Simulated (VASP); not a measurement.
A run of VASP 6.6.1 is set up as follows.

Contents of INCAR:

```
SYSTEM = BN
ALGO = Normal ; EDIFF = 1E-6
EDIFFG = -0.01 ; ENCUT = 600
GGA = AM ; IBRION = 2
ISIF = 3 ; ISMEAR = 0
LASPH = .True. ; LCHARG = .False.
LREAL = .False. ; LWAVE = .False.
NELM = 80 ; NSW = 90
PREC = Accurate ; SIGMA = 0.03
```

The input KPOINTS:

```
k-points
0
Gamma
  14 14 14
  0 0 0
```

Contents of POSCAR:

```
BN
1.0
    0.0000000000      1.8075000000      1.8075000000
    1.8075000000      0.0000000000      1.8075000000
    1.8075000000      1.8075000000      0.0000000000
B N
1 1
Direct
    0.0000000000      0.0000000000      0.0000000000
    0.2500000000      0.2500000000      0.2500000000
```

Potentials or basis: VASP PAW PBE potentials, release 64 (B, N).

Run with:

```console
$ cat potpaw_PBE.64/B/POTCAR potpaw_PBE.64/N/POTCAR > POTCAR
$ mpirun -np 1 vasp_std > vasp.out
```

Estimate the relaxed cell.

a = 2.549 Å, b = 2.549 Å, c = 2.549 Å, α = 60.00°, β = 60.00°, γ = 60.00°.

Estimate the band gap on the k mesh.

4.30 eV, indirect (least direct gap 8.78 eV).

Final structure:
```
B N
1.0
     0.00000    1.80234    1.80234
     1.80234    0.00000    1.80234
     1.80234    1.80234    0.00000
B N
1 1
Direct
  0.00000 0.00000 0.00000
  0.25000 0.25000 0.25000
```

 A k mesh can miss the band edges.
